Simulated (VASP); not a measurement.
# SnSe2 (P-3m1) in VASP: settings compared

The runs below take SnSe2 through single point, with PBEsol, r2SCAN.

Everything below comes from runs of VASP 6.6.1. Logs are shortened: lines on timing, memory, paths and dates and some standing lists are left out, and cuts for length are marked.

**1. Starting point**

The structure is trigonal, space group P-3m1 (No. 164). Conventional cell: a = 3.819 Å, b = 3.819 Å, c = 6.153 Å, α = 90.00°, β = 90.00°, γ = 120.00°. Sn (site symmetry -3m) has 6 Se at 2.72 Å as nearest neighbours. Se (site symmetry 3m) is surrounded by 3 Sn at 2.72 Å.

The cell is a database's computed one.

**2. Single point, PBEsol**

INCAR reads:

```
SYSTEM = SnSe2
PREC = Accurate
ENCUT = 520
EDIFF = 1E-7
ISMEAR = 0
SIGMA = 0.5
LREAL = .FALSE.
LASPH = .TRUE.
NELM = 100
ALGO = Fast
ISIF = 2
LWAVE = .FALSE.
LCHARG = .TRUE.
GGA = PS
LELF = .TRUE.
LVHAR = .TRUE.
NBANDS = 20
```

KPOINTS reads:

```
regular mesh
0
G
  9 9 4
  0 0 0
```

POSCAR reads:

```
SnSe2
1.0
    3.8192700000      0.0000000000      0.0000000000
   -1.9096300000      3.3075800000      0.0000000000
    0.0000000000      0.0000000000      6.1533200000
Sn Se
1 2
Direct
    0.0000000000      0.0000000000      0.0000000000
    0.6666700000      0.3333300000      0.7418900000
    0.3333300000      0.6666700000      0.2581100000
```

Potentials or basis: VASP PAW PBE potentials, release 64 (Sn_d, Se).

Launch:

```
$ cat potpaw_PBE.64/Sn_d/POTCAR potpaw_PBE.64/Se/POTCAR > POTCAR
$ mpirun -np 1 vasp_std > vasp.out
```

OUTCAR:

```text
SYSTEM = SnSe2
   PREC = Accurate
   ENCUT = 520
   EDIFF = 1E-7
   ISMEAR = 0
   LREAL = .FALSE.
   LASPH = .TRUE.
   NELM = 100
   ISIF = 2
   GGA = PS

 ion  position               nearest neighbor table
   1  0.000  0.000  0.000-   2 2.72   3 2.72   3 2.72   2 2.72   2 2.72   3 2.72
   2  0.667  0.333  0.742-   1 2.72   1 2.72   1 2.72
   3  0.333  0.667  0.258-   1 2.72   1 2.72   1 2.72

  LATTYP: Found a hexagonal cell.
 ALAT       =     3.8192700000
 C/A-ratio  =     1.6111246390

  Lattice vectors:

 A1 = (   3.8192700000,   0.0000000000,   0.0000000000)
 A2 = (  -1.9096300000,   3.3075800000,   0.0000000000)
 A3 = (   0.0000000000,   0.0000000000,   6.1533200000)

Analysis of symmetry for initial positions (statically):
=====================================================================
 Subroutine PRICEL returns:
 Original cell was already a primitive cell.

 Routine SETGRP: Setting up the symmetry group for a
 hexagonal supercell.

 Subroutine GETGRP returns: Found  4 space group operations
 (whereof  4 operations were pure point group operations)
 out of a pool of 24 trial point group operations.

The static configuration has the point symmetry C_2h.

Analysis of symmetry for dynamics (positions and initial velocities):
=====================================================================
 Subroutine PRICEL returns:
 Original cell was already a primitive cell.

 Routine SETGRP: Setting up the symmetry group for a
 hexagonal supercell.

 Subroutine GETGRP returns: Found  4 space group operations
 (whereof  4 operations were pure point group operations)
 out of a pool of 24 trial point group operations.

The dynamic configuration has the point symmetry C_2h.

 Subroutine INISYM returns: Found  4 space group operations
 (whereof  4 operations are pure point group operations),
 and found     1 'primitive' translations

----------------------------------------------------------------------------------------

                                     Primitive cell

  volume of cell :      77.7321

  direct lattice vectors                    reciprocal lattice vectors
     3.819270000  0.000000000  0.000000000     0.261830140  0.151167528  0.000000000
    -1.909630000  3.307580000  0.000000000     0.000000000  0.302335847  0.000000000
     0.000000000  0.000000000  6.153320000     0.000000000  0.000000000  0.162513895

  length of vectors
     3.819270000  3.819263305  6.153320000     0.302335317  0.302335847  0.162513895

  position of ions in fractional coordinates (direct lattice)
     0.000000000  0.000000000  0.000000000
     0.666670000  0.333330000  0.741890000
     0.333330000  0.666670000  0.258110000

  ion indices of the primitive-cell ions
   primitive index   ion index
                 1           1
                 2           2
                 3           3

----------------------------------------------------------------------------------------

 KPOINTS: regular mesh

Automatic generation of k-mesh.
 Grid dimensions read from file:
 generate k-points for:    9    9    4

 Generating k-lattice:

  Cartesian coordinates                     Fractional coordinates (reciprocal lattice)
     0.029092238  0.016796392  0.000000000     0.111111111  0.000000000  0.000000000
     0.000000000  0.033592872  0.000000000     0.000000000  0.111111111  0.000000000
     0.000000000  0.000000000  0.040628474     0.000000000  0.000000000  0.250000000

  Length of vectors
     0.033592813  0.033592872  0.040628474

  Shift w.r.t. Gamma in fractional coordinates (k-lattice)
     0.000000000  0.000000000  0.000000000

 Subroutine IBZKPT returns following result:
 ===========================================

 Found     95 irreducible k-points:

 Following reciprocal coordinates:
            Coordinates               Weight
  0.000000  0.000000  0.000000      1.000000
  0.111111  0.000000  0.000000      4.000000
 -0.111111  0.111111  0.000000      2.000000
  0.222222  0.000000  0.000000      4.000000
 -0.222222  0.222222  0.000000      2.000000
  0.333333  0.000000  0.000000      4.000000
[... 16 lines left out ...]
 -0.222222 -0.444444  0.000000      4.000000
  0.444444  0.333333  0.000000      4.000000
 [... further k-points ...]
   k-points           NKPTS =     95   k-points in BZ     NKDIM =     95   number of bands    NBANDS=     20
   number of dos      NEDOS =    301   number of ions     NIONS =      3
   total plane-waves  NPLWV =  37632
   dimension x,y,z NGX =    28 NGY =   28 NGZ =   48
   dimension x,y,z NGXF=    56 NGYF=   56 NGZF=   96
   ions per type =               1   2
   NGX,Y,Z   is equivalent  to a cutoff of  12.19, 12.19, 12.97 a.u.
   NGXF,Y,Z  is equivalent  to a cutoff of  24.38, 24.38, 25.94 a.u.
 SYSTEM =  SnSe2
   PREC   = accura    normal or accurate (medium, high low for compatibility)
   ISTART =      0    job   : 0-new  1-cont  2-samecut
   ICHARG =      2    charge: 1-file 2-atom 10-const
   ISPIN  =      1    spin polarized calculation?
   LNONCOLLINEAR =      F non collinear calculations
   LSORBIT =      F    spin-orbit coupling
   LASPH  =      T    aspherical Exc in radial PAW
   ENCUT  =  520.0 eV  38.22 Ry    6.18 a.u.   7.10  7.10 11.44*2*pi/ulx,y,z
   NELM   =    100;   NELMIN=  2; NELMDL= -5     # of ELM steps
   EDIFF  = 0.1E-06   stopping-criterion for ELM
   LREAL  =      F    real-space projection
   EDIFFG = 0.1E-05   stopping-criterion for IOM
   NSW    =      0    number of steps for IOM
   IBRION =     -1    ionic relax: 0-MD 1-quasi-New 2-CG
   NFREE  =      0    steps in history (QN), initial steepest desc. (CG)
   ISIF   =      2    stress and relaxation
   ISYM   =      2    0-nonsym 1-usesym 2-fastsym
   POTIM  = 0.5000    time-step for ionic-motion
   TEBEG  =    0.0;   TEEND  =   0.0 temperature during run
   PSTRESS=    0.0 pullay stress
   NELECT =      26.0000    total number of electrons
   NUPDOWN=      -1.0000    fix difference up-down
   EMIN   =  10.00;   EMAX   =-10.00  energy-range for DOS
   EFERMI =   0.00;   METHOD = LEGACY
   ISMEAR =     0;   SIGMA  =   0.50  broadening in eV -4-tet -1-fermi 0-gaus
   EFERMI_NEDOS =   21; number of points for ismear=-14 and -15
   IALGO  =     68    algorithm
   IMIX   =      4    mixing-type and parameters
     AMIX     =   0.40;   BMIX     =  1.00
     AMIX_MAG =   1.60;   BMIX_MAG =  1.00
  volume/ion in A,a.u.               =      25.91       174.85
  Fermi-wavevector in a.u.,A,eV,Ry     =   1.136403  2.147491 17.570738  1.291413
  Thomas-Fermi vector in A             =   2.273108
   LORBIT       =      0    0 simple, 1 ext, 2 COOP (PROOUT), +10 PAW based schemes
   GGA     = PS    functional components
   LHFCALC =     F    Hartree Fock is set to
   AEXX    =    0.0000 exact exchange contribution
   IVDW    =     0    specifies the selected vdW correction
   LEPSILON=     F    determine dielectric tensor
   LRPA    =     F    only Hartree local field effects (RPA)
 non-spin polarized calculation
 RMM-DIIS sequential band-by-band and
 Gauss-broadening in eV      SIGMA  =   0.50
  energy-cutoff  :      520.00
  volume of cell :       77.73
 maximum number of plane-waves:      2124
   NGX = 15   NGY = 15   NGZ = 23

 number of electron      26.0000006 magnetization

 Free energy of the ion-electron system (eV)
  ---------------------------------------------------
  ext. energy  EPLUGINS =         0.00000000
  ---------------------------------------------------
  free energy    TOTEN  =       -12.99676724 eV

  energy without entropy =      -12.94339317  energy(sigma->0) =      -12.97008021

 E-fermi :   4.4473     XC(G=0):  -9.6548

 val. band max:        4.0138313920   @ k =  -0.1111   0.2222   0.0000
 cond. band min:       4.6196754950   @ k =   0.0000   0.4444   0.2500
 fundamental gap:      0.6058441031
 Fermi energy:         4.4472641211

 k-point     1 :       0.0000    0.0000    0.0000
  band No.  band energies     occupation
      1     -17.1173      2.00000
      2     -17.1173      2.00000
      3     -17.0800      2.00000
      4     -17.0673      2.00000
      5     -17.0673      2.00000
      6      -9.8382      2.00000
[... 12 lines left out ...]
     19      12.9702      0.00000
     20      13.0381      0.00000

 k-point     2 :       0.1111    0.0000    0.0000
  band No.  band energies     occupation
      1     -17.1224      2.00000
      2     -17.1127      2.00000
      3     -17.0767      2.00000
      4     -17.0703      2.00000
      5     -17.0669      2.00000
      6      -9.7179      2.00000
[... 12 lines left out ...]
     19      12.2537      0.00000
     20      13.1042      0.00000

 k-point     3 :      -0.1111    0.1111    0.0000
  band No.  band energies     occupation
      1     -17.1224      2.00000
      2     -17.1127      2.00000
      3     -17.0767      2.00000
      4     -17.0703      2.00000
      5     -17.0669      2.00000
      6      -9.7179      2.00000
[... 12 lines left out ...]
     19      12.2536      0.00000
     20      13.1694      0.00000

 k-point     4 :       0.2222    0.0000    0.0000
  band No.  band energies     occupation
      1     -17.1373      2.00000
      2     -17.1032      2.00000
      3     -17.0790      2.00000
      4     -17.0654      2.00000
      5     -17.0637      2.00000
      6      -9.3720      2.00000
[... 12 lines left out ...]
     19      12.0246      0.00000
     20      13.4653      0.00000

 k-point     5 :      -0.2222    0.2222    0.0000
  band No.  band energies     occupation
      1     -17.1373      2.00000
      2     -17.1032      2.00000
      3     -17.0790      2.00000
      4     -17.0654      2.00000
      5     -17.0637      2.00000
      6      -9.3720      2.00000
[... 12 lines left out ...]
     19      12.0247      0.00000
     20      13.4717      0.00000
[... 353 lines left out ...]
      6      -8.5849      2.00000
[... 12 lines left out ...]
     19      10.9887      0.00000
     20      13.9542      0.00000

 k-point    22 :       0.3333    0.2222    0.0000
  band No.  band energies     occupation
      1     -17.1499      2.00000
      2     -17.1147      2.00000
      3     -17.0780      2.00000
      4     -17.0591      2.00000
      5     -17.0461      2.00000
      6      -8.1255      2.00000
[... 12 lines left out ...]
     19      12.3280      0.00000
     20      13.7140      0.00000

 k-point    23 :      -0.2222   -0.4444    0.0000
  band No.  band energies     occupation
      1     -17.1500      2.00000
      2     -17.1147      2.00000
      3     -17.0780      2.00000
      4     -17.0591      2.00000
      5     -17.0461      2.00000
      6      -8.1255      2.00000
[... 12 lines left out ...]
     19      12.3281      0.00000
     20      13.7140      0.00000

 k-point    24 :       0.4444    0.3333    0.0000
  band No.  band energies     occupation
      1     -17.1499      2.00000
      2     -17.1147      2.00000
      3     -17.0780      2.00000
      4     -17.0591      2.00000
      5     -17.0461      2.00000
      6      -8.1256      2.00000
[... 12 lines left out ...]
     19      12.3281      0.00000
     20      13.7140      0.00000

 [... further k-points ...]
[... 5 lines left out ...]
  --------------------------------------------------------------------------------------
  -------------------------------------------------------------------------------------
  Total        0.0671283      0.0670605      0.0901245     -0.0000584     -0.0001146      0.0001985
  in kB        1.3836173      1.3822208      1.8576045     -0.0012038     -0.0023612      0.0040910
  external PRESSURE =       1.5411475 kB  Pullay stress =       0.0000000 kB

 VOLUME and BASIS-vectors are now :
 -----------------------------------------------------------------------------
  energy-cutoff  :      520.00
  volume of cell :       77.73
      direct lattice vectors                 reciprocal lattice vectors
     3.819270000  0.000000000  0.000000000     0.261830140  0.151167528  0.000000000
    -1.909630000  3.307580000  0.000000000     0.000000000  0.302335847  0.000000000
     0.000000000  0.000000000  6.153320000     0.000000000  0.000000000  0.162513895

 POSITION                                       TOTAL-FORCE (eV/Angst)
 -----------------------------------------------------------------------------------
      0.00000      0.00000      0.00000         0.000000      0.000000      0.000000
      1.90966      1.10252      4.56509        -0.000082      0.000047     -0.051979
     -0.00002      2.20506      1.58823         0.000082     -0.000047      0.051979
 -----------------------------------------------------------------------------------
    total drift:                                0.000000     -0.000000      0.000000

  FREE ENERGIE OF THE ION-ELECTRON SYSTEM (eV)
  ---------------------------------------------------
  free  energy   TOTEN  =       -12.9967672428 eV

  energy  without entropy=      -12.9433931726  energy(sigma->0) =      -12.97008021
```

Wall time 2.1 min (1 thread of Intel Xeon Platinum 8488C (Sapphire Rapids), shared host); peak memory 0.28 GiB.

Results:

```yaml
Free_energy: -12.9968 eV
Pressure: 0.2 GPa
Largest_force: 0.052 eV/Å
Band_gap_on_the_k_mesh: 0.61 eV, indirect (least direct gap 0.98 eV)
```

Forces on the atoms (eV/Å):
```
Sn   0.000  0.000  0.000
Se   0.000  0.000 -0.052
Se   0.000  0.000  0.052
```

Caveat: the PAW data sets were made with another functional, which shifts forces and pressure a little; spin-orbit coupling is left out, which moves the levels of the heavy elements; an odd mesh through Γ misses points on the zone boundary, where band edges often lie; this functional lacks dispersion, which binds the layers, so the pressure and a relaxed spacing across them are unreliable.

**3. Single point, PBEsol**

INCAR: that of step 2 with these lines changed.

```diff
@@ -2,6 +2,6 @@
 PREC = Accurate
-ENCUT = 520
+ENCUT = 900
 EDIFF = 1E-7
 ISMEAR = 0
-SIGMA = 0.5
+SIGMA = 0.02
 LREAL = .FALSE.
```

KPOINTS is that of step 2.

POSCAR is that of step 2.

Potentials or basis: VASP PAW PBE potentials, release 64 (Sn_d, Se).

Launch:

```
$ cat potpaw_PBE.64/Sn_d/POTCAR potpaw_PBE.64/Se/POTCAR > POTCAR
$ mpirun -np 1 vasp_std > vasp.out
```

Run time: 6.4 min. Hardware: 1 thread of Intel Xeon Platinum 8488C (Sapphire Rapids), shared host; peak memory 0.51 GiB.

It converged, with:

```
Free energy            : -12.9836 eV
Pressure               : 0.0 GPa
Band gap on the k mesh : 0.60 eV, indirect (least direct gap 0.98 eV)
```

Levels at points of the mesh, in eV from the valence-band top:
```tsv
k point	band 11	band 12	band 13	band 14	band 15	band 16
(0.00, 0.00, 0.00)	-0.34	-0.34	-0.12	0.86	2.96	4.58
(0.00, 0.00, 0.50)	-0.70	-0.14	-0.14	2.45	2.85	4.28
```

Caveat: the PAW data sets were made with another functional, which shifts forces and pressure a little; spin-orbit coupling is left out, which moves the levels of the heavy elements; an odd mesh through Γ misses points on the zone boundary, where band edges often lie; this functional lacks dispersion, which binds the layers, so the pressure and a relaxed spacing across them are unreliable.

**4. Single point, r2SCAN**

INCAR reads:

```
SYSTEM = SnSe2
PREC = Accurate
ENCUT = 520
EDIFF = 1E-7
ISMEAR = 0
SIGMA = 0.02
LREAL = .FALSE.
LASPH = .TRUE.
NELM = 100
ALGO = Normal
ISIF = 2
LWAVE = .FALSE.
LCHARG = .TRUE.
METAGGA = R2SCAN
LMIXTAU = .TRUE.
LELF = .TRUE.
LVHAR = .TRUE.
NBANDS = 20
```

KPOINTS is that of step 3.

POSCAR is that of step 3.

Launch:

```
$ cat potpaw_PBE.64/Sn_d/POTCAR potpaw_PBE.64/Se/POTCAR > POTCAR
$ mpirun -np 1 vasp_std > vasp.out
```

Wall time 9.3 min (1 thread of Intel Xeon Platinum 8488C (Sapphire Rapids), shared host); peak memory 0.29 GiB.

The run converged. Its results:

| Property | Result |
| --- | --- |
| Free energy | -54.6136 eV |
| Pressure | 0.9 GPa |
| Largest force | 0.151 eV/Å |
| Band gap on the k mesh | 0.95 eV, indirect (least direct gap 1.46 eV) |

Forces in eV/Å, atoms in the order of the input:
```
Sn   0.000  0.000  0.000
Se   0.000  0.000  0.151
Se   0.000  0.000 -0.151
```

Stress tensor (GPa, compression positive):
```
1.12 0.00 0.00
0.00 1.12 0.00
0.00 0.00 0.60
```

Levels at points of the mesh, in eV from the valence-band top:
```
           k point  band 10  band 11  band 12  band 13  band 14  band 15  band 16  band 17
(0.00, 0.00, 0.00)    -0.59    -0.35    -0.35    -0.10     1.39     3.59     5.06     5.06
(0.00, 0.00, 0.50)    -0.72    -0.72    -0.15    -0.15     2.87     3.51     4.75     4.75
```

Caveat: the PAW data sets were made with another functional, which shifts forces and pressure a little; spin-orbit coupling is left out, which moves the levels of the heavy elements; an odd mesh through Γ misses points on the zone boundary, where band edges often lie.

**5. Summary**

```tsv
level	cutoff (eV)	smearing	gap on the mesh (eV)	pressure (GPa)	largest force (eV/Å)
PBEsol	520	gaussian 0.5 eV	0.61	0.2	0.05
PBEsol	900	gaussian 0.02 eV	0.60	0.0	-
r2SCAN	520	gaussian 0.02 eV	0.95	0.9	0.15
```

Alike in all rows: task single point; potentials or basis VASP PAW PBE potentials, release 64 (Sn_d, Se); no spin polarisation; cell as given; k mesh 9 × 9 × 4.

On the cell as given the gap runs from 0.60 eV (PBEsol) to 0.95 eV (r2SCAN). The pressure there spans 0.0 GPa (PBEsol) to 0.9 GPa (r2SCAN); a positive pressure means that this level wants a larger cell, a negative one a smaller.

Caveats: the PAW data sets were made with another functional, which shifts forces and pressure a little; spin-orbit coupling is left out, which moves the levels of the heavy elements; an odd mesh through Γ misses points on the zone boundary, where band edges often lie; this functional lacks dispersion, which binds the layers, so the pressure and a relaxed spacing across them are unreliable (some runs).

Total energies depend on the potentials used, so only differences within one code and one set of settings carry meaning.
